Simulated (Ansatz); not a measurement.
**Convergence of a linear-scaling basis for random alloy of the diamond Si-Ge line, x = 0.125 (64 atoms)**

Wanted: errors and times of a linear-scaling basis for random alloy of the diamond Si-Ge line, x = 0.125 (64 atoms). A setting counts as converged where the r.m.s. difference of forces stays under 1 % of the r.m.s. force.

Calculated with Ansatz 0.2.0; Kohn-Sham DFT, PBE, PAW (set soft_2), plane waves.

**1. Starting point**

The cell holds 64 atoms: 56 Si and 8 Ge. Cell: a = 11.011 Å, b = 11.011 Å, c = 11.011 Å, α = 90.0°, β = 90.0°, γ = 90.0°. It derives from Si and Ge (diamond Si-Ge), repeated 2×2×2. Diamond Si-Ge: 64 atoms, 8 of 64 Si sites given to Ge at random, cell and internal coordinates interpolated linearly between the end members (Vegard's rule); not relaxed, displaced by a Gaussian of 0.02 Å. Lattice constants are starting values near those of PBE.

Before any run, some limits are plain. The host structure and its lattice constant were typed by rule, without a check against the phase diagram. The Brillouin zone is sampled at Γ only, in a cell whose shortest periodic width is 11 Å.

**2. Plane-wave single point**

The first run uses the default basis; a harder plane-wave run follows as the reference for the support functions.

Contents of input.yaml:

```yaml
crystal:
  lattice:
    - [11.01075, 0.0, 0.0]
    - [0.0, 11.01075, 0.0]
    - [0.0, 0.0, 11.01075]
  atoms:
    - { symbol: Si, position: [0.00295, 0.99889, 0.99904] }
    - { symbol: Si, position: [0.12305, 0.12657, 0.12082] }
    - { symbol: Si, position: [0.00317, 0.24862, 0.25058] }
    - { symbol: Ge, position: [0.12455, 0.37766, 0.37126] }
    - { symbol: Si, position: [0.24941, 0.9993, 0.25206] }
    - { symbol: Ge, position: [0.373, 0.12469, 0.37341] }
    - { symbol: Si, position: [0.25008, 0.25106, 0.998] }
    - { symbol: Si, position: [0.37708, 0.37664, 0.12591] }
    - { symbol: Si, position: [0.00164, 0.99876, 0.49978] }
    - { symbol: Si, position: [0.1233, 0.12451, 0.62596] }
    - { symbol: Si, position: [0.99874, 0.24928, 0.74875] }
    - { symbol: Si, position: [0.12346, 0.37378, 0.87498] }
    - { symbol: Ge, position: [0.24797, 0.00043, 0.75301] }
    - { symbol: Si, position: [0.37635, 0.12465, 0.87339] }
    - { symbol: Si, position: [0.24864, 0.25307, 0.50009] }
    - { symbol: Si, position: [0.37384, 0.37535, 0.62881] }
    - { symbol: Si, position: [0.00022, 0.50112, 0.00055] }
    - { symbol: Si, position: [0.12436, 0.62292, 0.12437] }
    - { symbol: Si, position: [0.99962, 0.75107, 0.25152] }
    - { symbol: Si, position: [0.12669, 0.87552, 0.37661] }
    - { symbol: Si, position: [0.24863, 0.50228, 0.25093] }
    - { symbol: Si, position: [0.37446, 0.62589, 0.37486] }
    - { symbol: Ge, position: [0.25206, 0.75276, 0.00397] }
    - { symbol: Si, position: [0.37246, 0.87238, 0.12408] }
    - { symbol: Ge, position: [0.00029, 0.50159, 0.50057] }
    - { symbol: Si, position: [0.12133, 0.62444, 0.6265] }
    - { symbol: Si, position: [0.00042, 0.75138, 0.7496] }
    - { symbol: Si, position: [0.12464, 0.87534, 0.87574] }
    - { symbol: Si, position: [0.25036, 0.50022, 0.74878] }
    - { symbol: Ge, position: [0.37569, 0.62522, 0.87705] }
    - { symbol: Ge, position: [0.25218, 0.75034, 0.49932] }
    - { symbol: Si, position: [0.37384, 0.87577, 0.62514] }
    - { symbol: Si, position: [0.49938, 8.0e-05, 0.99887] }
    - { symbol: Ge, position: [0.62627, 0.12419, 0.12722] }
    - { symbol: Si, position: [0.50073, 0.25108, 0.24801] }
    - { symbol: Si, position: [0.62531, 0.37635, 0.37327] }
    - { symbol: Si, position: [0.74952, 6.0e-05, 0.24751] }
    - { symbol: Si, position: [0.87557, 0.12654, 0.37344] }
    - { symbol: Si, position: [0.75064, 0.24762, 0.99993] }
    - { symbol: Si, position: [0.87207, 0.37704, 0.12574] }
    - { symbol: Si, position: [0.49996, 0.99859, 0.50231] }
    - { symbol: Si, position: [0.62857, 0.12163, 0.62725] }
    - { symbol: Si, position: [0.50296, 0.25061, 0.74782] }
    - { symbol: Si, position: [0.62657, 0.37467, 0.8739] }
    - { symbol: Si, position: [0.74777, 0.001, 0.75144] }
    - { symbol: Si, position: [0.87387, 0.12595, 0.87292] }
    - { symbol: Si, position: [0.75146, 0.25008, 0.49966] }
    - { symbol: Si, position: [0.87482, 0.37658, 0.62636] }
    - { symbol: Si, position: [0.50096, 0.50025, 0.00014] }
    - { symbol: Si, position: [0.62612, 0.62542, 0.12624] }
    - { symbol: Si, position: [0.49944, 0.74558, 0.25189] }
    - { symbol: Si, position: [0.62897, 0.8758, 0.37482] }
    - { symbol: Si, position: [0.74975, 0.49978, 0.25003] }
    - { symbol: Si, position: [0.87296, 0.62406, 0.37319] }
    - { symbol: Si, position: [0.75045, 0.74946, 0.0009] }
    - { symbol: Si, position: [0.87468, 0.87679, 0.12539] }
    - { symbol: Si, position: [0.50398, 0.49656, 0.49882] }
    - { symbol: Si, position: [0.62664, 0.62959, 0.62455] }
    - { symbol: Si, position: [0.50008, 0.74959, 0.75242] }
    - { symbol: Si, position: [0.62448, 0.87624, 0.87442] }
    - { symbol: Si, position: [0.74769, 0.50057, 0.75091] }
    - { symbol: Si, position: [0.87735, 0.6248, 0.87388] }
    - { symbol: Si, position: [0.75102, 0.75044, 0.50051] }
    - { symbol: Si, position: [0.87487, 0.87711, 0.62567] }
kpoints:
  mp_grid: { grid: [1, 1, 1] }
hamiltonian:
  xc: pbe
scf:
  occupations: { method: fermi_dirac, width: 0.05 }
output:
  forces: true
  stress: true
  populations: true
  dos:
    method: { smearing: { sigma: 0.1 } }
    de: 0.1
    projected: { site_lists: { Ge: [Ge], Si: [Si] } }
  eigenvalues: true
  write_density: true
  write_potential: true
  volumetric_format: npy
```

The run is started by

```console
$ ansatz run input.yaml --threads 4 --pin off --max-ram 8192MiB --backend cpu --events-out ev --progress --plain --runs-dir out
```

Standard output:

```text
Engine: ansatz 0.2.0, aarch64-unknown-linux-gnu
Pseudopotentials: kind: paw
Pseudopotential: Si, paw, valence charge 4, recommended cutoff 420 eV (normal), Si.paw.azcp
Pseudopotential: Ge, paw, valence charge 14, recommended cutoff 420 eV (normal), Ge.paw.azcp
[... 5 lines on functional and potentials left out ...]
Crystal: 64 atoms, lattice volume = 1334.906 Å³
Basis set: ecut = 420 eV, 26001 PW (Γ), exchange–correlation on 150×150×150 points (8 copies of the dense FFT grid, shifted against one another)
Bands: 232, of which v1, the nominal top of the filled ones, is band 168 counted from 1 (167 counted from 0)
Symmetry: 1 space group operations
Space group: P1 (ITA 1), of the structure as read, at distance tolerance 1.1e-4 Å
k-points: 1
[... 5 lines on functional and potentials left out ...]
Initial density: superposition of atomic densities (neutral atoms: chi_scale 0, normalization atom), corrected by the library's trained network
Initial wavefunctions: pseudopotential atomic-orbital guess
Functional: x = pbe(κ = 0.804, μ = 0.219515), c = pbe(β = 0.066725)
SCF iter   1: F=—  HF=-69957.255048 eV  |F-HF|=—  |Δ(HF+E_count)|=         —  Δρ=1.85e-3  dr2=7.74e-2  ethr=1.77e-3  ⟨swp⟩=7.0  Hψ=1114  notcnv=0  defer=20
preconditioner: auto → Resta (q_TF=auto, 2.168 Å⁻¹)  ε∞=5.2  [insulator: Δε(μ)=0.640 eV  Ē_g=7.903 eV  σ=0.050 eV  W_gap=1.00  n_scr=250 (ndim 8)  ℏωp=16.3 eV  f_vac=0.000  D(μ)=0.26/eV (n_scr^D=0)  ε∞_Penn≈5.2]
SCF iter   2: F=—  HF=-69957.241227 eV  |F-HF|=—  |Δ(HF+E_count)|=   1.38e-2  Δρ=1.16e-3  dr2=2.92e-2  ethr=2.30e-5  ⟨swp⟩=2.0  Hψ=305  notcnv=0  defer=32
SCF iter   3: F=—  HF=-69957.239853 eV  |F-HF|=—  |Δ(HF+E_count)|=   1.37e-3  Δρ=5.68e-4  dr2=3.99e-3  ethr=8.69e-6  ⟨swp⟩=2.0  Hψ=368  notcnv=0  defer=32
SCF iter   4: F=—  HF=-69957.236512 eV  |F-HF|=—  |Δ(HF+E_count)|=   3.34e-3  Δρ=1.71e-4  dr2=3.19e-4  ethr=1.19e-6  ⟨swp⟩=2.0  Hψ=368  notcnv=0  defer=32
SCF iter   5: F=—  HF=-69957.236877 eV  |F-HF|=—  |Δ(HF+E_count)|=   3.65e-4  Δρ=5.37e-5  dr2=4.50e-5  ethr=9.50e-8  ⟨swp⟩=2.0  Hψ=373  notcnv=0  defer=32
SCF iter   6: F=—  HF=-69957.236342 eV  |F-HF|=—  |Δ(HF+E_count)|=   5.35e-4  Δρ=8.50e-6  dr2=1.06e-6  ethr=1.34e-8  ⟨swp⟩=2.0  Hψ=374  notcnv=0  defer=32
SCF iter   7: F=—  HF=-69957.236344 eV  |F-HF|=—  |Δ(HF+E_count)|=   2.17e-6  Δρ=2.94e-6  dr2=1.28e-7  ethr=3.16e-10  ⟨swp⟩=2.0  Hψ=374  notcnv=0  defer=32
SCF iter   8: F=-69957.236344 eV  HF=-69957.236344 eV  |F-HF|=8.29e-10  |Δ(HF+E_count)|=   2.39e-8  Δρ=9.56e-7  dr2=1.02e-8  ethr=2.98e-11  ⟨swp⟩=22.0  Hψ=2210  notcnv=0
SCF 1 converged in 8 iterations: F = -69957.236344 eV  dr2 = 1.02e-8
  greatest PAW one-centre occupation: 0.998 electrons in one spin orbital (limit 2), on the Ge atom at site 22 (counted from 0), in its partial waves of l = 2
SCF converged after 8 iterations
Free energy (F): -69957.236344 eV
Harris-Foulkes:  -69957.236344 eV  (|F-HF|=8.29e-10)
Internal energy: -69957.230380 eV  (E = F + TS)
E sigma→0 (E₀):  -69957.233362 eV
Entropy (-TS):   -0.005964 eV (-0.093 meV/atom)
Fermi energy:    6.688229 eV
--- Per-component energies (eV) ---
  E_band       = -1095.473941
  E_kinetic    = 3151.374825
  E_local      = -28071.172775  (includes V_loc(G=0)·N_el)
  E_nonlocal   = 4798.016521
  E_hartree    = 12404.832632
  E_xc         = -3686.698890
  E_vxc        = -3124.481827  (∫ρ·V_xc dr)
  E_paw        = -44883.890020  (= ΣΔE_a)
  E_vpaw       = -2658.879060  (= ΣTr[D̂ρ^β])
  E_aug_tail   = 0.002205  (compensation charges beyond the density's cutoff)
  E_ewald      = -13669.694878
  E_smearing   = -0.005964  (= −TS)
  E_closure    = -0.000000  (closes the sum)
  Σ components = -69957.236344   (vs F -69957.236344, Δ=0.00e0)
--- Forces (eV/Å), atoms counted from 1 ---
  atom   1  Si    -0.67756943     0.21238429    -0.09575707
  atom   2  Si     0.52766887    -0.23433804     0.43660579
  atom   3  Si    -0.77710678     0.08564375    -0.65241714
  atom   4  Ge     0.29747575    -0.42050700     0.31025532
  atom   5  Si    -0.44895487    -0.13588529    -0.88644787
  atom   6  Ge     0.39337255     0.25226230     0.40669275
  atom   7  Si     0.26246577    -0.00257034     0.15555553
  atom   8  Si    -0.37390748    -0.00066720    -0.14479922
  atom   9  Si    -0.28332955     0.26651191    -0.01892308
  atom  10  Si    -0.01975703     0.38276047    -0.43080914
  atom  11  Si    -0.02574805     0.15532674     0.06957704
  atom  12  Si     0.10610432     0.19073259    -0.15947943
  atom  13  Ge     0.17640090     0.01359828    -0.39755422
  atom  14  Si     0.25967106     0.50538123     0.32050971
[...]
atom  63  Si     0.21325934     0.15540124    -0.14444606
  atom  64  Si    -0.00921319    -0.09777011    -0.00972150
  max |Σ_I F_I| component: 1.68e-6 eV/Å
--- Stress (GPa, compression-positive) ---
        0.573308       0.130762      -0.098454
        0.130762       0.587836       0.176043
       -0.098454       0.176043       0.577870
  P = ⅓ Tr σ = 0.5797 GPa (5.797 kbar)
--- Band table (eV) ---
  k-point 0: bands = ["-17.9980", "-17.9964", "-17.9019", "-17.9009", [... 216 levels ...], "10.6394", "10.6441", "10.6649", "10.6677", "10.7048", "10.7116", "10.9099", "10.9393", "10.9639", "10.9812", "10.9912", "11.0055"]
--- Löwdin populations: 64 sites ---
  site symbol       q [e]
     0     Si      3.9673
     1     Si      3.9678
     2     Si      3.9405
[...]
63     Si      3.9655
  spilling = 0.006477 (of n_electrons = 336.000000)
```

It took 11 s on 4 threads of Arm Neoverse V2, shared host; peak memory 1.2 GiB.

The run gave:

```yaml
free_energy: -69957.2363 eV
free_energy_per_atom: -1093.0818 eV/atom
scf_cycles: 8
pressure: 0.5797 GPa
r_m_s_force_component: 0.3496 eV/Å
longest_force: 1.631 eV/Å
fermi_energy: 6.688 eV
spacing_of_highest_filled_and_lowest_empty_level: 0.6232 eV
spilling_of_the_projection: 0.006477
```

The r.m.s. force component of 0.35 eV/Å sets the scale for the differences below.

**3. Plane waves at 750 eV (750 eV)**

A harder cutoff gives the support functions a reference with less basis error.

input.yaml, the sections that differ from step 2:

```yaml
output:
  forces: true
  eigenvalues: true
basis:
  ecutwfc: "750 eV"
# crystal, kpoints, hamiltonian, scf: as in step 2
```

Standard output:

```text
[...]
Crystal: 64 atoms, lattice volume = 1334.906 Å³
Basis set: ecut = 750 eV, 62213 PW (Γ), exchange–correlation on 200×200×200 points (8 copies of the dense FFT grid, shifted against one another)
Bands: 232, of which v1, the nominal top of the filled ones, is band 168 counted from 1 (167 counted from 0)
Symmetry: 1 space group operations
[...]
k-points: 1
[...]
SCF iter   1: F=—  HF=-69957.278888 eV  |F-HF|=—  |Δ(HF+E_count)|=         —  Δρ=1.85e-3  dr2=7.78e-2  ethr=1.77e-3  ⟨swp⟩=7.0  Hψ=1114  notcnv=0  defer=21
[...]
SCF iter   3: F=—  HF=-69957.263542 eV  |F-HF|=—  |Δ(HF+E_count)|=   1.56e-3  Δρ=5.48e-4  dr2=3.61e-3  ethr=8.68e-6  ⟨swp⟩=2.0  Hψ=367  notcnv=0  defer=3
automatic band count: iteration 3 solves 203 bands in place of 232: the levels show a gap, and the empty bands left out lie too high to hold charge; the band table lists the bands solved (type scf.n_extra_bands for more)
SCF iter   4: F=—  HF=-69957.260346 eV  |F-HF|=—  |Δ(HF+E_count)|=   3.20e-3  Δρ=1.68e-4  dr2=3.21e-4  ethr=1.07e-6  ⟨swp⟩=2.0  Hψ=368  notcnv=0  defer=3
[...]
SCF iter   8: F=-69957.260123 eV  HF=-69957.260123 eV  |F-HF|=1.18e-8  |Δ(HF+E_count)|=   3.39e-8  Δρ=1.02e-6  dr2=1.10e-8  ethr=2.98e-11  ⟨swp⟩=13.0  Hψ=1088  notcnv=0
SCF 1 converged in 8 iterations: F = -69957.260123 eV  dr2 = 1.10e-8
[...]
SCF converged after 8 iterations
Free energy (F): -69957.260123 eV
[...]
Internal energy: -69957.254159 eV  (E = F + TS)
E sigma→0 (E₀):  -69957.257141 eV
Entropy (-TS):   -0.005964 eV (-0.093 meV/atom)
Fermi energy:    6.688115 eV
[...]
Σ components = -69957.260123   (vs F -69957.260123, Δ=0.00e0)
--- Forces (eV/Å), atoms counted from 1 ---
  atom   1  Si    -0.67757361     0.21241077    -0.09573878
  atom   2  Si     0.52759814    -0.23435237     0.43649638
  atom   3  Si    -0.77713207     0.08551512    -0.65249483
  atom   4  Ge     0.29752406    -0.42052878     0.31023816
[...]
atom  64  Si    -0.00919253    -0.09778173    -0.00973595
  max |Σ_I F_I| component: 1.99e-6 eV/Å
--- Band table (eV) ---
[...]
```

Elapsed: 14 s, on 4 threads; peak memory 2.5 GiB.

Forces differ from the reference by 0.048 meV/Å r.m.s., 0.014 % of their size, well within a tolerance of 1 %; the energy by -0.37 meV/atom.

**4. Support functions medium**

With localised support functions most steps grow linearly with size, though the diagonalisation grows faster unless the density matrix is cut; this run measures error and cost at this size. Besides, the program derives a nominal cutoff of 420 eV for this run, against the reference's 750.

This step: Kohn-Sham DFT, PBE, PAW (set soft_2), localised support functions (medium) (Ansatz 0.2.0).

input.yaml, the sections that differ from step 3:

```yaml
scf:
  occupations: { method: fermi_dirac, width: 0.05 }
  eigensolver: { kind: { support_functions: { accuracy: medium } } }
  max_iter: 150
# crystal, kpoints, hamiltonian, output: as in step 3
# basis: removed
```

Standard output:

```text
Warning: scf.eigensolver.kind.support_functions: disabling space-group detection — the functions' gradient is summed over unrotated k-points, so no spatial operation reduces the k-mesh or symmetrises the density; time reversal is kept, so that k and −k are solved as one point where they differ and the mesh holds both, and exact exchange and, on two spinor components, a DFT+U term hold to it where the run has them: [...]
settings of this run that can trade accuracy for cost: scf.eigensolver.kind.support_functions [...]
[...]
Crystal: 64 atoms, lattice volume = 1334.906 Å³
Basis set: ecut = 420 eV, 26001 PW (Γ), exchange–correlation on 150×150×150 points (8 copies of the dense FFT grid, shifted against one another)
Bands: 202, of which v1, the nominal top of the filled ones, is band 168 counted from 1 (167 counted from 0)
Symmetry: 1 space group operations
k-points: 1
[...]
SCF iter   1: F=—  HF=-69949.083510 eV  |F-HF|=—  |Δ(HF+E_count)|=         —  Δρ=3.92e-2  dr2=1.95e1  ethr=1.00e-1
[...]
SCF iter  10: F=—  HF=-69957.256013 eV  |F-HF|=—  |Δ(HF+E_count)|=   8.49e-4  Δρ=1.67e-5  dr2=1.65e-6  ethr=1.95e-9  κ⁻¹=7.0e-7(r=7)
SCF iter  11: F=-69957.256662 eV  HF=-69957.256662 eV  |F-HF|=6.08e-7  |Δ(HF+E_count)|=   6.50e-4  Δρ=4.78e-6  dr2=1.85e-7  ethr=4.92e-10
SCF 1 converged in 11 iterations: F = -69957.263540 eV  dr2 = 1.85e-7
[...]
SCF converged after 11 iterations
Stability not checked: this state was not tested for a lower state beside it, because the mixer in use, unlike msr1, does not test its closes by its own steps (another_mixer; see scf.mixing.algorithm and scf.lower_state_search)
Free energy (F): -69957.263540 eV
[...]
Internal energy: -69957.257584 eV  (E = F + TS)
E sigma→0 (E₀):  -69957.260562 eV
Entropy (-TS):   -0.005956 eV (-0.093 meV/atom)
Fermi energy:    6.688214 eV
[...]
Σ components = -69957.263540   (vs F -69957.263540, Δ=0.00e0)
--- Forces (eV/Å), atoms counted from 1 ---
  atom   1  Si    -0.67754477     0.21238146    -0.09576044
  atom   2  Si     0.52768231    -0.23436189     0.43647124
  atom   3  Si    -0.77704860     0.08536675    -0.65267908
  atom   4  Ge     0.29723700    -0.42044021     0.31027293
[...]
atom  64  Si    -0.00923148    -0.09782289    -0.00963201
  max |Σ_I F_I| component: 6.03e-4 eV/Å
--- Band table (eV) ---
[...]
```

Run time: 62 s. Hardware: 4 threads; peak memory 2.7 GiB.

The program notes that the band table was not solved further than the SCF left it and it switched symmetry off.

Keys that differ from the reference: basis.ecutwfc removed, support_functions.accuracy = "medium" and scf.max_iter = 150.

Forces differ from the reference by 0.094 meV/Å r.m.s., 0.027 % of their size, well within a tolerance of 1 %; the energy by -0.053 meV/atom. It took 4.3 times the reference's time (shared host, so rough).

**5. Support functions low**

The cell is solved in localised support functions. Besides, the program derives a nominal cutoff of 420 eV for this run, against the reference's 750.

This step: Kohn-Sham DFT, PBE, PAW (set soft_2), localised support functions (low) (Ansatz 0.2.0).

input.yaml, the sections that differ from step 4:

```yaml
scf:
  occupations: { method: fermi_dirac, width: 0.05 }
  eigensolver: { kind: { support_functions: { accuracy: low } } }
  max_iter: 150
# crystal, kpoints, hamiltonian, output: as in step 4
```

Standard output:

```text
[...]
Crystal: 64 atoms, lattice volume = 1334.906 Å³
Basis set: ecut = 420 eV, 26001 PW (Γ), exchange–correlation on 150×150×150 points (8 copies of the dense FFT grid, shifted against one another)
Bands: 202, of which v1, the nominal top of the filled ones, is band 168 counted from 1 (167 counted from 0)
Symmetry: 1 space group operations
k-points: 1
[...]
SCF iter   1: F=—  HF=-69949.083510 eV  |F-HF|=—  |Δ(HF+E_count)|=         —  Δρ=3.92e-2  dr2=1.95e1  ethr=1.00e-1
[...]
SCF iter   9: F=—  HF=-69957.255163 eV  |F-HF|=—  |Δ(HF+E_count)|=   1.16e-3  Δρ=3.34e-5  dr2=6.54e-6  ethr=1.51e-8  κ⁻¹=6.5e-7(r=7)
SCF iter  10: F=-69957.256008 eV  HF=-69957.256013 eV  |F-HF|=4.60e-6  |Δ(HF+E_count)|=   8.49e-4  Δρ=1.67e-5  dr2=1.65e-6  ethr=1.95e-9
SCF 1 converged in 10 iterations: F = -69957.263538 eV  dr2 = 1.65e-6
[...]
SCF converged after 10 iterations
[...]
Free energy (F): -69957.263538 eV
[...]
Internal energy: -69957.257582 eV  (E = F + TS)
E sigma→0 (E₀):  -69957.260560 eV
Entropy (-TS):   -0.005957 eV (-0.093 meV/atom)
Fermi energy:    6.688195 eV
[...]
Σ components = -69957.263538   (vs F -69957.263538, Δ=0.00e0)
--- Forces (eV/Å), atoms counted from 1 ---
  atom   1  Si    -0.67756359     0.21237782    -0.09575967
  atom   2  Si     0.52768054    -0.23435671     0.43646301
  atom   3  Si    -0.77702542     0.08539496    -0.65267027
  atom   4  Ge     0.29721825    -0.42045931     0.31023534
[...]
atom  64  Si    -0.00923945    -0.09781304    -0.00961299
  max |Σ_I F_I| component: 5.79e-4 eV/Å
--- Band table (eV) ---
[...]
```

Run time: 55 s. Hardware: 4 threads; peak memory 2.7 GiB; 3.6 min of CPU time.

Keys that differ from the reference: basis.ecutwfc removed, support_functions.accuracy = "low" and scf.max_iter = 150.

Forces differ from the reference by 0.095 meV/Å r.m.s., 0.027 % of their size, well within a tolerance of 1 %; the energy by -0.053 meV/atom. It took 3.8 times the reference's time (shared host, so rough).

(Continued in part 2 of 3.)

[Long decimals in the printed logs are rounded to 6 places.]

[Logs are printed without paths, hosts, clocks, repeated set-up lines and the standing remarks that a program may print on its own settings, such as how far it seeks lower states.]

[Hosts, paths, dates, database ids (printed as entryN), source tags and the programs' standing remarks are cut or masked in the printed files.]
